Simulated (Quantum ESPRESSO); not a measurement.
# Al2O3 (Corundum) (R-3c) in Quantum ESPRESSO: relaxation of cell and atoms with revPBE+D4

Aim: the relaxation of cell and atoms of Al2O3 (Corundum) with revPBE+D4.

Everything below comes from runs of Quantum ESPRESSO 7.5. Logs are shortened: lines on timing, memory, paths and dates and some standing lists are left out, and cuts for length are marked.

## (1) Starting point

Symmetry: R-3c, No. 167, trigonal system. Conventional cell: a = 4.760 Å, b = 4.760 Å, c = 12.996 Å, α = 90.00°, β = 90.00°, γ = 120.00°. Al (site symmetry 3) has 6 O at 1.85 to 1.97 Å as nearest neighbours. O (site symmetry 2) is surrounded by 4 Al at 1.85 to 1.97 Å.

## (2) Relaxation of cell and atoms, revPBE+D4

The input, run.py:

```python
import numpy as np
from ase.calculators.espresso import Espresso, EspressoProfile
from ase.io import read

atoms = read('POSCAR')

input_data = {
    'control': {'calculation': 'scf', 'prefix': 'pwscf', 'outdir': './tmp', 'tprnfor': True, 'tstress': True, 'disk_io': 'low'},
    'system': {'ecutwfc': 84.0, 'nbnd': 33, 'input_dft': 'revpbe', 'occupations': 'smearing', 'smearing': 'fd', 'degauss': 0.00367493},
    'electrons': {'conv_thr': 2e-09, 'electron_maxstep': 120, 'mixing_beta': 0.5},
}
pseudopotentials = {'O': 'O.upf', 'Al': 'Al.upf'}
profile = EspressoProfile(command='pw.x', pseudo_dir='pseudo')
dft = Espresso(profile=profile, input_data=input_data, pseudopotentials=pseudopotentials, kpts=(6, 6, 6), koffset=(0, 0, 0))
from ase.calculators.mixing import SumCalculator
from dftd4.ase import DFTD4
d4 = DFTD4(method='revpbe')
atoms.calc = SumCalculator([dft, d4])

from ase.optimize import LBFGS
from ase.filters import FrechetCellFilter
done = LBFGS(FrechetCellFilter(atoms), trajectory='opt.traj').run(fmax=0.02, steps=30)
print('converged', done)
print('cell (A)', np.round(atoms.cell.cellpar(), 5))
print(f'energy {atoms.get_potential_energy():.8f} eV')
print('forces (eV/A)')
print(np.round(atoms.get_forces(), 6))
print('stress (eV/A^3, Voigt)')
print(np.round(atoms.get_stress(), 8))
print(f'Fermi level {dft.get_fermi_level():.4f} eV')
print(f'D4 part {d4.get_potential_energy(atoms):.8f} eV')
atoms.write('final.traj')
```

The input, POSCAR:

```
Al2O3
1.0
    2.3802500000      1.3742379782      4.3318666667
   -2.3802500000      1.3742379782      4.3318666667
    0.0000000000     -2.7484759565      4.3318666667
Al O
4 6
Direct
    0.8521600000      0.8521600000      0.8521600000
    0.6478400000      0.6478400000      0.6478400000
    0.1478400000      0.1478400000      0.1478400000
    0.3521600000      0.3521600000      0.3521600000
    0.0566800000      0.7500000000      0.4433200000
    0.7500000000      0.4433200000      0.0566800000
    0.4433200000      0.0566800000      0.7500000000
    0.9433200000      0.2500000000      0.5566800000
    0.2500000000      0.5566800000      0.9433200000
    0.5566800000      0.9433200000      0.2500000000
```

Potentials or basis: PseudoDojo 0.4.1 SR PBE standard.

Launch:

```
$ OMP_NUM_THREADS=1 python run.py
```

Standard output:

```text
Step          Energy          fmax
LBFGS:    0    -2976.024052        0.180268
LBFGS:    1    -2976.025291        0.169578
LBFGS:    2    -2976.033754        0.085477
LBFGS:    3    -2976.034171        0.069983
LBFGS:    4    -2976.034916        0.007344
converged True
cell (A) [ 5.1071   5.1071   5.1071  55.30472 55.30472 55.30472]
energy -2976.03491631 eV
forces (eV/A)
[[ 0.       -0.       -0.000756]
 [ 0.        0.        0.000756]
 [-0.        0.        0.000756]
 [-0.       -0.       -0.000756]
 [-0.003688 -0.006387  0.      ]
 [-0.003688  0.006387 -0.      ]
 [ 0.007375 -0.        0.      ]
 [ 0.003688  0.006387 -0.      ]
 [ 0.003688 -0.006387  0.      ]
 [-0.007375 -0.       -0.      ]]
stress (eV/A^3, Voigt)
[-0.00040893 -0.00040893  0.00066441 -0.         -0.         -0.        ]
Fermi level 9.3107 eV
D4 part -5.45474415 eV
```

espresso.pwi:

```text
&CONTROL
   calculation      = 'scf'
   tstress          = .true.
   tprnfor          = .true.
   outdir           = './tmp'
   prefix           = 'pwscf'
   disk_io          = 'low'
   pseudo_dir       = 'pseudo'
/
&SYSTEM
   nbnd             = 33
   ecutwfc          = 84.0
   occupations      = 'smearing'
   degauss          = 0.00367493
   smearing         = 'fd'
   input_dft        = 'revpbe'
   ntyp             = 2
   nat              = 10
   ibrav            = 0
/
&ELECTRONS
   electron_maxstep = 120
   conv_thr         = 2e-09
   mixing_beta      = 0.5
/
&IONS
/
&CELL
/
&FCP
/
&RISM
/
ATOMIC_SPECIES
Al 26.9815385 Al.upf
O 15.999 O.upf

K_POINTS automatic
6 6 6  0 0 0

CELL_PARAMETERS angstrom
2.37023599579887 1.36845639018933 4.31182257339365
-2.37023599579890 1.36845639018933 4.31182257339365
-0.00000000000001 -2.73691278047628 4.31182257339308

ATOMIC_POSITIONS angstrom
Al 0.0000000000 -0.0000000001 11.0198396691  
Al 0.0000000000 -0.0000000001 8.3833619112  
Al -0.0000000000 -0.0000000000 1.9156280511  
Al -0.0000000000 -0.0000000000 4.5521058090  
O -1.6425013774 -0.1079830792 5.3897782167  
O 0.7277346184 1.4764394693 5.3897782168  
O 0.9147667683 -1.3684563903 5.3897782167  
O 1.6425013774 0.1079830791 7.5456895035  
O -0.7277346184 -1.4764394694 7.5456895034  
O -0.9147667683 1.3684563902 7.5456895034
```

espresso.pwo:

```text
This program is part of the open-source Quantum ESPRESSO suite
     for quantum simulation of materials; please cite
         "P. Giannozzi et al., J. Phys.:Condens. Matter 21 395502 (2009);
         "P. Giannozzi et al., J. Phys.:Condens. Matter 29 465901 (2017);
         "P. Giannozzi et al., J. Chem. Phys. 152 154105 (2020);
     in publications or presentations arising from this work. More details at

Warning: card &CELL ignored
Warning: card &FCP ignored
Warning: card &RISM ignored

     IMPORTANT: XC functional enforced from input :
     Exchange-correlation= REVPBE
                           (   1   4   4   4   0   0   0)
     Any further DFT definition will be discarded
     Please, verify this is what you really want

     Message from routine setup:
     using ibrav=0 with symmetry is DISCOURAGED, use correct ibrav instead

     G-vector sticks info
     --------------------
     sticks:   dense  smooth     PW     G-vecs:    dense   smooth      PW
     Sum        2051    2051    593                58883    58883    9121

     Using Slab Decomposition

     bravais-lattice index     =            0
     lattice parameter (alat)  =       9.6510  a.u.
     unit-cell volume          =     566.2801 (a.u.)^3
     number of atoms/cell      =           10
     number of atomic types    =            2
     number of electrons       =        48.00
     number of Kohn-Sham states=           33
     kinetic-energy cutoff     =      84.0000  Ry
     charge density cutoff     =     336.0000  Ry
     scf convergence threshold =      2.0E-09
     mixing beta               =       0.5000
     number of iterations used =            8  plain     mixing
     Exchange-correlation= REVPBE
                           (   1   4   4   4   0   0   0)

     celldm(1)=   9.651027  celldm(2)=   0.000000  celldm(3)=   0.000000
     celldm(4)=   0.000000  celldm(5)=   0.000000  celldm(6)=   0.000000

     crystal axes: (cart. coord. in units of alat)
               a(1) = (   0.464106   0.267952   0.844279 )
               a(2) = (  -0.464106   0.267952   0.844279 )
               a(3) = (  -0.000000  -0.535903   0.844279 )

     reciprocal axes: (cart. coord. in units 2 pi/alat)
               b(1) = (  1.077341  0.622003  0.394814 )
               b(2) = ( -1.077341  0.622003  0.394814 )
               b(3) = ( -0.000000 -1.244006  0.394814 )

     PseudoPot. # 1 for Al read from file:
     Al.upf
     Pseudo is Norm-conserving + core correction, Zval =  3.0
     Generated using ONCVPSP code by D. R. Hamann
     Using radial grid of 1876 points,  6 beta functions with:
                l(1) =   0
                l(2) =   0
                l(3) =   1
                l(4) =   1
                l(5) =   2
                l(6) =   2

     PseudoPot. # 2 for O  read from file:
     O.upf
     Pseudo is Norm-conserving + core correction, Zval =  6.0
     Generated using ONCVPSP code by D. R. Hamann
     Using radial grid of  936 points,  5 beta functions with:
                l(1) =   0
                l(2) =   0
                l(3) =   1
                l(4) =   1
                l(5) =   2

     atomic species   valence    mass     pseudopotential
     Al                3.00    26.98154     Al( 1.00)
     O                 6.00    15.99900     O ( 1.00)

     12 Sym. Ops., with inversion, found ( 6 have fractional translation)

   Cartesian axes

     site n.     atom                  positions (alat units)
         1        Al     tau(   1) = (   0.0000000  -0.0000000   2.1577475  )
         2        Al     tau(   2) = (   0.0000000  -0.0000000   1.6415101  )
         3        Al     tau(   3) = (  -0.0000000  -0.0000000   0.3750909  )
         4        Al     tau(   4) = (  -0.0000000  -0.0000000   0.8913283  )
         5        O      tau(   5) = (  -0.3216111  -0.0211437   1.0553493  )
         6        O      tau(   6) = (   0.1424946   0.2890953   1.0553493  )
         7        O      tau(   7) = (   0.1791166  -0.2679516   1.0553493  )
         8        O      tau(   8) = (   0.3216111   0.0211437   1.4774891  )
         9        O      tau(   9) = (  -0.1424946  -0.2890953   1.4774891  )
        10        O      tau(  10) = (  -0.1791166   0.2679516   1.4774891  )

     number of k points=    32  Fermi-Dirac smearing, width (Ry)=  0.0037
                       cart. coord. in units 2pi/alat
        k(    1) = (   0.0000000   0.0000000   0.0000000), wk =   0.0092593
        k(    2) = (  -0.0000000  -0.2073343   0.0658023), wk =   0.0555556
        k(    3) = (  -0.0000000  -0.4146686   0.1316047), wk =   0.0555556
        k(    4) = (   0.0000000   0.6220029  -0.1974070), wk =   0.0277778
        k(    5) = (  -0.1795568  -0.1036672   0.1316047), wk =   0.0555556
        k(    6) = (  -0.1795568  -0.3110015   0.1974070), wk =   0.1111111
[... 24 lines left out ...]
        k(   31) = (   0.8977839   0.3110015  -0.1974070), wk =   0.0555556
        k(   32) = (   0.0000000   0.0000000  -0.5922210), wk =   0.0092593

     Dense  grid:    58883 G-vectors     FFT dimensions: (  60,  60,  60)

     Initial potential from superposition of free atoms

     starting charge      47.9902, renormalised to      48.0000
     Starting wfcs are   40 randomized atomic wfcs

     Self-consistent Calculation

     iteration #  1     ecut=    84.00 Ry     beta= 0.50
     Davidson diagonalization with overlap
     ethr =  1.00E-02,  avg # of iterations =  4.9

     total energy              =    -217.76547204 Ry
     estimated scf accuracy    <       2.02803409 Ry

     iteration #  2     ecut=    84.00 Ry     beta= 0.50
     Davidson diagonalization with overlap
     ethr =  4.23E-03,  avg # of iterations =  2.0

     total energy              =    -218.31128466 Ry
     estimated scf accuracy    <       0.15407706 Ry

     iteration #  3     ecut=    84.00 Ry     beta= 0.50
     Davidson diagonalization with overlap
     ethr =  3.21E-04,  avg # of iterations =  7.8
[... 34 lines left out ...]
     total energy              =    -218.33363453 Ry
     estimated scf accuracy    <       0.00000040 Ry

     iteration #  8     ecut=    84.00 Ry     beta= 0.50
     Davidson diagonalization with overlap
     ethr =  8.26E-10,  avg # of iterations =  2.2

     total energy              =    -218.33363468 Ry
     estimated scf accuracy    <       0.00000003 Ry

     iteration #  9     ecut=    84.00 Ry     beta= 0.50
     Davidson diagonalization with overlap
     ethr =  6.00E-11,  avg # of iterations =  3.4

     End of self-consistent calculation

          k = 0.0000 0.0000 0.0000 (  7325 PWs)   bands (ev):

   -11.3249  -8.9469  -8.6658  -8.6658  -8.3438  -8.3438   1.0003   2.0052
     2.3506   2.3506   3.4862   3.5834   3.5834   4.6077   4.9635   6.4833
     6.4833   6.6099   6.6099   7.4331   7.4331   7.8809   7.8809   7.9359
    14.4360  17.2909  18.8992  19.6578  19.6578  19.8733  20.5260  20.5260
    20.5973

          k =-0.0000-0.2073 0.0658 (  7326 PWs)   bands (ev):

   -11.1794  -9.0221  -8.7503  -8.6948  -8.4134  -8.3535   1.1537   1.7522
     2.1715   2.9279   2.9812   3.5308   4.4678   5.1522   5.2389   6.0049
     6.3648   6.5172   6.6811   7.0615   7.2468   7.5862   7.8409   7.8814
    15.0510  17.7973  18.4580  19.3840  19.3888  19.6555  20.6682  20.7564
    21.0602

          k =-0.0000-0.4147 0.1316 (  7355 PWs)   bands (ev):
[... 225 lines left out ...]
   -10.0287 -10.0287  -9.0502  -9.0502  -8.3670  -8.3670   2.1405   2.1405
     2.9689   2.9689   3.9889   3.9889   4.5731   4.5731   5.2407   5.2407
     5.9211   5.9211   6.8061   6.8061   6.9640   6.9640   7.3226   7.3226
    17.8219  17.8219  18.7055  18.7055  19.4330  19.4330  20.1711  20.1711
    21.4921

          k = 0.0000 0.0000-0.5922 (  7332 PWs)   bands (ev):

   -10.3104 -10.3104  -8.5252  -8.5252  -8.5252  -8.5252   2.3166   2.3166
     3.4631   3.4631   3.4631   3.4631   3.8523   3.8523   5.6729   5.6729
     5.9139   5.9139   5.9139   5.9139   7.5402   7.5402   7.5402   7.5402
    16.8488  16.8488  19.2627  19.2627  20.6221  20.6221  20.8524  20.8524
    20.8524

     the Fermi energy is     9.3107 ev

!    total energy              =    -218.33363469 Ry
     estimated scf accuracy    <          2.1E-10 Ry
     smearing contrib. (-TS)   =      -0.00000000 Ry
     internal energy E=F+TS    =    -218.33363469 Ry

     The total energy is F=E-TS. E is the sum of the following terms:
     one-electron contribution =     -33.94696358 Ry
     hartree contribution      =      53.24274506 Ry
     xc contribution           =     -60.62133595 Ry
     ewald contribution        =    -177.00808023 Ry

     convergence has been achieved in   9 iterations

     Forces acting on atoms (cartesian axes, Ry/au):

     atom    1 type  1   force =    -0.00000000    0.00000000   -0.00111044
     atom    2 type  1   force =     0.00000000   -0.00000000    0.00111044
     atom    3 type  1   force =     0.00000000   -0.00000000    0.00111044
     atom    4 type  1   force =     0.00000000    0.00000000   -0.00111044
     atom    5 type  2   force =    -0.00087029   -0.00150738   -0.00000000
     atom    6 type  2   force =    -0.00087029    0.00150738    0.00000000
     atom    7 type  2   force =     0.00174058    0.00000000    0.00000000
     atom    8 type  2   force =     0.00087029    0.00150738    0.00000000
     atom    9 type  2   force =     0.00087029   -0.00150738   -0.00000000
     atom   10 type  2   force =    -0.00174058   -0.00000000   -0.00000000

     Total force =     0.004807     Total SCF correction =     0.000006

     Computing stress (Cartesian axis) and pressure

          total   stress  (Ry/bohr**3)                   (kbar)     P=      108.61
   0.00074373   0.00000000   0.00000000          109.41        0.00        0.00
   0.00000000   0.00074373   0.00000000            0.00      109.41        0.00
   0.00000000   0.00000000   0.00072753            0.00        0.00      107.02

=------------------------------------------------------------------------------=
   JOB DONE.
=------------------------------------------------------------------------------=
```

Wall time 9.6 min (1 thread of AMD EPYC 7B13 (Zen 3), shared host); peak memory 0.23 GiB.

Results:

| Property | Result |
| --- | --- |
| Free energy | -2976.0352 eV |
| Relaxed volume | 8.39 Å³/atom |
| Relaxed cell | a = 5.107 Å, b = 5.107 Å, c = 5.107 Å, α = 55.30°, β = 55.30°, γ = 55.30° |
| Space group after relaxing (to 0.05 Å) | R-3c (No. 167) |
| Energy gained by relaxing | 1.1 meV/atom |
| Ionic steps | 5 |
| Pressure after relaxing | 0.0 GPa |
| Largest force after relaxing | 0.007 eV/Å |
| Band gap on the k mesh | 6.50 eV, direct |
| Dispersion energy per atom | -0.545 eV |

Forces in eV/Å, atoms in the order of the input:
```
Al   0.000  0.000 -0.001
Al   0.000  0.000  0.001
Al   0.000  0.000  0.001
Al   0.000  0.000 -0.001
O   -0.004 -0.006  0.000
O   -0.004  0.006  0.000
O    0.007  0.000  0.000
O    0.004  0.006  0.000
O    0.004 -0.006  0.000
O   -0.007  0.000  0.000
```

The path:
```
step  energy change (eV)  largest force (eV/Å)  pressure (GPa)  volume (Å³)
   1              0.0000                0.0444           -3.11        85.02
   2             -0.0012                0.0344           -2.95        84.96
   3             -0.0097                0.0858           -0.59        84.10
   4             -0.0101                0.0703           -0.44        84.05
   5             -0.0109                0.0074            0.01        83.91
```

Final structure:
```cif
data_structure
_symmetry_space_group_name_H-M 'P 1'
_symmetry_Int_Tables_number 1
_cell_length_a 5.1071
_cell_length_b 5.1071
_cell_length_c 5.1071
_cell_angle_alpha 55.305
_cell_angle_beta 55.305
_cell_angle_gamma 55.305
_cell_volume 83.91
loop_
_atom_site_label
_atom_site_type_symbol
_atom_site_fract_x
_atom_site_fract_y
_atom_site_fract_z
_atom_site_occupancy
Al1 Al 0.85191 0.85191 0.85191 1
Al2 Al 0.64809 0.64809 0.64809 1
Al3 Al 0.14809 0.14809 0.14809 1
Al4 Al 0.35191 0.35191 0.35191 1
O1 O 0.05703 0.75000 0.44297 1
O2 O 0.75000 0.44297 0.05703 1
O3 O 0.44297 0.05703 0.75000 1
O4 O 0.94297 0.25000 0.55703 1
O5 O 0.25000 0.55703 0.94297 1
O6 O 0.55703 0.94297 0.25000 1
```

Caveat: the potentials were made for another functional, which shifts forces and pressure.
